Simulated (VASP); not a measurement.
# Input and output of a VASP PBE single-point calculation on WSe2 (distorted 1T (CdI2) bulk)

INCAR

```
GGA = PE
SIGMA = 0.02
NBANDS = 20
PREC = Accurate
LWAVE = .FALSE.
LREAL = .FALSE.
ISMEAR = -1
LASPH = .TRUE.
ISIF = 2
NELM = 120
LCHARG = .FALSE.
NSW = 0
IBRION = -1
ENCUT = 520
EDIFF = 1E-7
```

KPOINTS

```
KPOINTS created by Atomic Simulation Environment
0
Gamma
8 8 4
0 0 0
```

POSCAR

```
W  Se
 1.0000000000000000
     3.2475999999999998    0.0523000000000000   -0.0387000000000000
    -1.5785000000000000    2.8961999999999999    0.0280000000000000
    -0.0760000000000000    0.0196000000000000    6.5549999999999997
 W   Se
   1   2
Cartesian
  3.1723508299999996  0.1041236000000000  0.0108633400000000
  0.0271377199999998  1.9516942200000000  1.7236251599999999
  1.5553625300000000  0.9810125800000000  4.8613253399999996
```

VASP ran with the recommended PBE PAW datasets (26 valence electrons in the cell).

Command

```
mpirun -np 1 vasp_std
```

OSZICAR

```
N       E                     dE             d eps       ncg     rms          rms(c)
DAV:   1     0.192280308074E+03    0.19228E+03   -0.12726E+04  5280   0.126E+03
DAV:   2    -0.119107222075E+02   -0.20419E+03   -0.19790E+03  6300   0.330E+02
DAV:   3    -0.215811890755E+02   -0.96705E+01   -0.95001E+01  6636   0.660E+01
DAV:   4    -0.216983548675E+02   -0.11717E+00   -0.11703E+00  6140   0.779E+00
DAV:   5    -0.216995316651E+02   -0.11768E-02   -0.11768E-02  6300   0.860E-01    0.197E+01
DAV:   6    -0.209947889659E+02    0.70474E+00   -0.72338E+00  5736   0.151E+01    0.701E+00
DAV:   7    -0.207996755455E+02    0.19511E+00   -0.28730E+00  5588   0.798E+00    0.498E+00
DAV:   8    -0.207024731907E+02    0.97202E-01   -0.46825E-01  5900   0.398E+00    0.755E-01
DAV:   9    -0.207031133214E+02   -0.64013E-03   -0.16000E-02  6012   0.796E-01    0.344E-01
DAV:  10    -0.207029954292E+02    0.11789E-03   -0.22000E-03  6024   0.357E-01    0.472E-02
DAV:  11    -0.207030275974E+02   -0.32168E-04   -0.29528E-04  6124   0.114E-01    0.691E-02
DAV:  12    -0.207030296371E+02   -0.20397E-05   -0.19242E-05  5904   0.284E-02    0.332E-02
DAV:  13    -0.207030423969E+02   -0.12760E-04   -0.14232E-05  5708   0.230E-02    0.482E-03
DAV:  14    -0.207030425717E+02   -0.17480E-06   -0.97174E-07  7000   0.556E-03    0.278E-03
DAV:  15    -0.207030425947E+02   -0.22938E-07   -0.12668E-07  5296   0.204E-03
   1 F= -.20703043E+02 E0= -.20702151E+02  d E =-.178270E-02
```

From OUTCAR

```
k-points           NKPTS =    132   k-points in BZ     NKDIM =    132   number of bands    NBANDS=     20

   NELECT =      26.0000    total number of electrons

   dimension x,y,z NGX =    24 NGY =   28 NGZ =   50
   dimension x,y,z NGXF=    48 NGYF=   56 NGZF=  100

  energy-cutoff  :      520.00
  volume of cell :       62.19
      direct lattice vectors                 reciprocal lattice vectors
     3.247600000  0.052300000 -0.038700000     0.305276947  0.166354010  0.003042030
    -1.578500000  2.896200000  0.028000000    -0.005525092  0.342279225 -0.001087503
    -0.076000000  0.019600000  6.555000000     0.001825922 -0.000479926  0.152577906

 k-points in reciprocal lattice and weights: KPOINTS created by Atomic Simulation Env
   0.00000000  0.00000000  0.00000000       0.004
   0.12500000 -0.00000000  0.00000000       0.008
   0.25000000 -0.00000000  0.00000000       0.008
   0.37500000  0.00000000 -0.00000000       0.008
   0.50000000 -0.00000000  0.00000000       0.004
  -0.00000000  0.12500000  0.00000000       0.008
   0.12500000  0.12500000 -0.00000000       0.008
   0.25000000  0.12500000 -0.00000000       0.008
   ...

 E-fermi :   6.5236

 k-point     1 :       0.0000    0.0000    0.0000
  band No.  band energies     occupation
      1     -68.3046      2.00000
      2     -32.4892      2.00000
      3     -32.4726      2.00000
      4     -32.4403      2.00000
      5      -9.0735      2.00000
      6      -7.6488      2.00000
      7      -0.9455      2.00000
      8       2.8604      2.00000
      9       3.2328      2.00000
     10       4.6222      2.00000
     11       4.8921      2.00000
     12       5.5269      2.00000
     13       5.9096      2.00000
     14       6.6773      0.00092
     15       7.0169      0.00000
     16       9.4975      0.00000
     17       9.9040      0.00000
     18      11.1780      0.00000
     19      12.2452      0.00000
     20      15.4216      0.00000

 k-point     2 :       0.1250   -0.0000    0.0000
  band No.  band energies     occupation
      1     -68.3032      2.00000
      2     -32.4987      2.00000
      3     -32.4835      2.00000
      4     -32.4534      2.00000
      5      -8.8398      2.00000
      6      -7.5578      2.00000
      7      -0.6310      2.00000
      8       2.3981      2.00000
      9       3.1682      2.00000
     10       4.1959      2.00000
     11       4.8579      2.00000
     12       4.9842      2.00000
     13       5.4779      2.00000
     14       6.5117      1.28945
     15       7.3271      0.00000
     16       9.1958      0.00000
     17       9.7139      0.00000
     18      12.0821      0.00000
     19      13.3760      0.00000
     20      15.2169      0.00000

 k-point     3 :       0.2500   -0.0000    0.0000
  band No.  band energies     occupation
      1     -68.2998      2.00000
      2     -32.5673      2.00000
      3     -32.4991      2.00000
      4     -32.4488      2.00000
      5      -8.2069      2.00000
      6      -7.3181      2.00000
      7       0.1895      2.00000
      8       1.5768      2.00000
      9       2.0737      2.00000
     10       3.2308      2.00000
     11       4.3065      2.00000
     12       4.5654      2.00000
     13       5.1346      2.00000
     14       6.7585      0.00002
     15       7.4851      0.00000
     16       9.5642      0.00000
     17       9.9654      0.00000
     18      12.4111      0.00000
     19      13.5673      0.00000
     20      14.4021      0.00000

 k-point     4 :       0.3750    0.0000   -0.0000
  band No.  band energies     occupation
      1     -68.2965      2.00000
      2     -32.6434      2.00000
      3     -32.5141      2.00000
      4     -32.4363      2.00000
      5      -7.4521      2.00000
      6      -7.0028      2.00000
      7      -0.0458      2.00000
      8       1.0483      2.00000
      9       1.5691      2.00000
     10       2.9453      2.00000
     11       3.1646      2.00000
     12       4.3973      2.00000
     13       5.1400      2.00000
     14       7.5173      0.00000
     15       7.7948      0.00000
     16       9.9015      0.00000
     17      10.1496      0.00000
     18      11.7915      0.00000
     19      12.5380      0.00000
     20      13.7150      0.00000

 k-point     5 :       0.5000   -0.0000    0.0000
  band No.  band energies     occupation
      1     -68.2951      2.00000
      2     -32.6749      2.00000
      3     -32.5205      2.00000
      4     -32.4306      2.00000
      5      -7.1578      2.00000
      6      -6.7494      2.00000
      7      -0.8149      2.00000
      8       1.1223      2.00000
      9       1.7030      2.00000
     10       2.7002      2.00000
     11       2.9721      2.00000
     12       4.3470      2.00000
     13       5.1615      2.00000
     14       7.7856      0.00000
     15       8.3367      0.00000
     16       9.4633      0.00000
     17      10.0271      0.00000
     18      11.5977      0.00000
     19      12.5071      0.00000
     20      14.0056      0.00000

 k-point     6 :      -0.0000    0.1250    0.0000
  band No.  band energies     occupation
      1     -68.3034      2.00000
      2     -32.5144      2.00000
      3     -32.4727      2.00000
      4     -32.4454      2.00000
      5      -8.8519      2.00000
      6      -7.5622      2.00000
      7      -0.6455      2.00000
      8       2.3289      2.00000
      9       3.2928      2.00000
     10       4.1270      2.00000
     11       4.8416      2.00000
     12       4.9520      2.00000
     13       5.4925      2.00000
     14       6.6139      0.02162
     15       7.3428      0.00000
     16       9.0909      0.00000
     17       9.9049      0.00000
     18      12.0136      0.00000
     19      13.4311      0.00000
     20      15.0535      0.00000

 k-point     7 :       0.1250    0.1250   -0.0000
  band No.  band energies     occupation
      1     -68.3013      2.00000
      2     -32.5468      2.00000
      3     -32.4867      2.00000
      4     -32.4505      2.00000
      5      -8.4451      2.00000
      6      -7.4026      2.00000
      7      -0.0917      2.00000
      8       1.7967      2.00000
      9       2.7541      2.00000
     10       3.4144      2.00000
     11       3.8115      2.00000
     12       4.9608      2.00000
     13       5.3474      2.00000
     14       6.9694      0.00000
     15       7.1926      0.00000
     16       9.3087      0.00000
     17       9.7496      0.00000
     18      12.7895      0.00000
     19      14.9203      0.00000
     20      14.9618      0.00000

 k-point     8 :       0.2500    0.1250   -0.0000
  band No.  band energies     occupation
      1     -68.2980      2.00000
      2     -32.6007      2.00000
      3     -32.5214      2.00000
      4     -32.4412      2.00000
      5      -7.7372      2.00000
      6      -7.1298      2.00000
      7       0.7344      2.00000
      8       1.1528      2.00000
      9       1.4361      2.00000
     10       2.7014      2.00000
     11       3.2425      2.00000
     12       4.0787      2.00000
     13       5.8006      2.00000
     14       6.9792      0.00000
     15       7.7361      0.00000
     16       9.0849      0.00000
     17      10.4026      0.00000
     18      12.3516      0.00000
     19      13.6113      0.00000
     20      14.3439      0.00000

 k-point     9 :       0.3750    0.1250   -0.0000
  band No.  band energies     occupation
      1     -68.2953      2.00000
      2     -32.6524      2.00000
      3     -32.5398      2.00000
      4     -32.4313      2.00000
      5      -7.1470      2.00000
      6      -6.8142      2.00000
      7      -0.3478      2.00000
      8       1.0659      2.00000
      9       1.8364      2.00000
     10       2.3377      2.00000
     11       3.0657      2.00000
     12       3.3242      2.00000
     13       5.9192      2.00000
     14       7.6291      0.00000
     15       8.0458      0.00000
     16       9.2649      0.00000
     17       9.7263      0.00000
     18      12.0774      0.00000
     19      12.7477      0.00000
     20      14.0717      0.00000

 k-point    10 :       0.5000    0.1250   -0.0000
  band No.  band energies     occupation
      1     -68.2949      2.00000
      2     -32.6627      2.00000
      3     -32.5373      2.00000
      4     -32.4304      2.00000
      5      -7.0898      2.00000
      6      -6.7998      2.00000
      7      -0.4550      2.00000
      8       1.0613      2.00000
      9       1.9220      2.00000
     10       2.3000      2.00000
     11       3.1031      2.00000
     12       3.3092      2.00000
     13       5.8870      2.00000
     14       7.3603      0.00000
     15       8.4655      0.00000
     16       9.1098      0.00000
     17       9.8697      0.00000
     18      12.3532      0.00000
     19      12.6019      0.00000
     20      14.0819      0.00000

 ...

  Total        2.5176793     -0.6106616      1.4428003     -1.4098883     -1.2010567      1.1773154
  in kB       64.8658788    -15.7331796     37.1725299    -36.3245804    -30.9442114     30.3325351
  external PRESSURE =      28.7684097 kB  Pullay stress =       0.0000000 kB

 POSITION                                       TOTAL-FORCE (eV/Angst)
 -----------------------------------------------------------------------------------
      3.17235      0.10412      0.01086         0.721393     -0.441739     -0.284451
      0.02714      1.95169      1.72363        -0.043824     -0.112845      0.357826
      1.55536      0.98101      4.86133        -0.677570      0.554584     -0.073375
 -----------------------------------------------------------------------------------
    total drift:                                0.000068      0.000030      0.000066

  FREE ENERGIE OF THE ION-ELECTRON SYSTEM (eV)
  ---------------------------------------------------
  free  energy   TOTEN  =       -20.7030425947 eV

  energy  without entropy=      -20.7012598974  energy(sigma->0) =      -20.70215125
```

* gap between bands v and c on the k mesh: -0.43 eV (bands overlap: a metal)
* least direct gap on the k mesh: 0.16 eV
* pressure: 2.9 GPa
* largest force: 0.89 eV/Å

Band v is the last that the valence electrons fill when counted band by band, and c is the next.

The run took about 2.2 min on one core of a shared host (Intel Xeon Platinum 8488C) and held 0.28 GiB at most.
